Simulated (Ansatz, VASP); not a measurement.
**One calculation of AlN, two programs**

```
CELL_PARAMETERS angstrom
3.49165 0.00000 0.00000
-1.74582 3.02385 0.00000
0.00000 0.00000 4.07265
ATOMIC_POSITIONS crystal
Al 0.33333 0.66667 0.75000
Al 0.66667 0.33333 0.25000
N 0.33333 0.66667 0.25000
N 0.66667 0.33333 0.75000
```

Alike in both runs: task single point; functional PBE; k mesh 9 × 9 × 6; occupations gaussian, width 0.05 eV; no spin polarisation.

|  | VASP | Ansatz |
| --- | --- | --- |
| version | VASP 6.6.1 | Ansatz 0.2.0 |
| potentials or method | VASP PAW PBE potentials, release 64 (Al, N) | scalar-relativistic, plane waves, PAW |
| plane-wave cutoff (eV) | 520 | 520 |
| valence electrons in the cell | 16 | 16 |

Ansatz gave:

* gap on the k mesh at the Fermi level (eV): 2.99
* least direct gap on the mesh (eV): 2.99
* pressure (GPa): -13.6
* largest component of the traceless stress (GPa): 7.71

Question: Estimate VASP's values.

Answer: gap on the k mesh at the Fermi level (eV): 2.99; least direct gap on the mesh (eV): 2.99; pressure (GPa): -13.7; largest component of the traceless stress (GPa): 7.81.
